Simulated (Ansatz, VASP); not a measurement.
This is a calculation of Si2Mo for VASP 6.6.1.

Contents of INCAR:

```
SYSTEM = Si2Mo
PREC     = Accurate       ! precision mode
ENCUT    = 600            ! plane-wave cutoff, eV
EDIFF    = 1E-6           ! SCF threshold, eV
ISMEAR   = -1             ! smearing method
SIGMA    = 0.05           ! smearing width, eV
LREAL    = .False.        ! projectors in reciprocal space
LASPH    = .True.         ! aspherical terms in the spheres
NELM     = 60             ! most SCF steps
ALGO     = Fast           ! electronic algorithm
ISIF     = 3              ! what is computed and relaxed
LWAVE    = .False.        ! write WAVECAR
LCHARG   = .False.        ! write CHGCAR
GGA      = PE             ! functional
IBRION   = 2              ! ionic algorithm
NSW      = 40             ! ionic steps
EDIFFG   = -0.01          ! ionic threshold
```

File KPOINTS:

```
regular mesh
0
Gamma
  5 5 3
  0 0 0
```

Contents of POSCAR:

```
Si2Mo
1.0
    4.5854715599      0.0000000000      0.0000000000
   -2.2927357800      3.9711348592      0.0000000000
    0.0000000000      0.0000000000      6.5797601000
Mo Si
3 6
Direct
    0.5000000000      0.5000000000      0.8333333333
    0.0000000000      0.5000000000      0.1666666667
    0.5000000000      0.0000000000      0.5000000000
    0.1638729800      0.3277459600      0.5000000000
    0.6722540400      0.8361270200      0.1666666667
    0.8361270200      0.1638729800      0.8333333333
    0.8361270200      0.6722540400      0.5000000000
    0.3277459600      0.1638729800      0.1666666667
    0.1638729800      0.8361270200      0.8333333333
```

Potentials or basis: VASP PAW PBE potentials, release 64 (Mo, Si).

Run with:

```sh
$ cat potpaw_PBE.64/Mo/POTCAR potpaw_PBE.64/Si/POTCAR > POTCAR
$ mpirun -np 1 vasp_std > vasp.out
```

Q: Set up the same calculation for Ansatz 0.2.0. Potentials there: Ansatz PAW.

A: As run (the cutoff follows the program's own potentials):

input.yaml

```yaml
crystal:
  lattice:
    - [4.5854715599, 0.0, 0.0]
    - [-2.29273578, 3.9711348592, 0.0]
    - [0.0, 0.0, 6.5797601]
  atoms:
    - { symbol: Mo, position: [0.5, 0.5, 0.8333333333] }
    - { symbol: Mo, position: [0.0, 0.5, 0.1666666667] }
    - { symbol: Mo, position: [0.5, 0.0, 0.5] }
    - { symbol: Si, position: [0.16387298, 0.32774596, 0.5] }
    - { symbol: Si, position: [0.67225404, 0.83612702, 0.1666666667] }
    - { symbol: Si, position: [0.83612702, 0.16387298, 0.8333333333] }
    - { symbol: Si, position: [0.83612702, 0.67225404, 0.5] }
    - { symbol: Si, position: [0.32774596, 0.16387298, 0.1666666667] }
    - { symbol: Si, position: [0.16387298, 0.83612702, 0.8333333333] }
hamiltonian:
  xc: pbe
  pseudopotentials: { kind: paw }
kpoints:
  mp_grid: { grid: [5, 5, 3] }
scf:
  occupations: { method: fermi_dirac, width: 0.05 }
output:
  forces: true
  stress: true
  eigenvalues: true
relax:
  f_tol: 0.01
  max_steps: 40
  cell: { stress_tol: 0.05 }
```

Potentials or basis: Ansatz PAW.

The run is started by

```console
$ ansatz run input.yaml --threads 4 --pin off --max-ram 11264MiB --backend cpu --events-out ev --progress --plain --runs-dir out
```

Both were run:

|  | VASP | Ansatz | Ansatz less VASP |
| --- | --- | --- | --- |
| gap on the k mesh at the Fermi level, each at its own relaxed structure (eV) | 0.65 | 0.60 | -0.043 |
| relaxed volume (Å³/atom) | 13.51 | 13.53 | +0.027 |
| relaxed cell length with the largest relative difference (Å) | 4.609 | 4.614 | +0.0047 |
| energy change over the relaxation (meV/atom) | -2 | -2 | -0.5 |

The two sets of potentials don't hold the same shells in valence.

Caveats: an odd mesh through Γ misses points on the zone boundary, where band edges often lie (VASP); odd divisions of the mesh miss points on the zone boundary, where band edges often lie, so the gap on the mesh can be too wide (Ansatz); the plane-wave basis is chosen anew once the cell has moved, so the energies of steps on either side of that aren't comparable (Ansatz). Expect the measured gap to be larger: semilocal functionals such as PBE lack the derivative discontinuity.
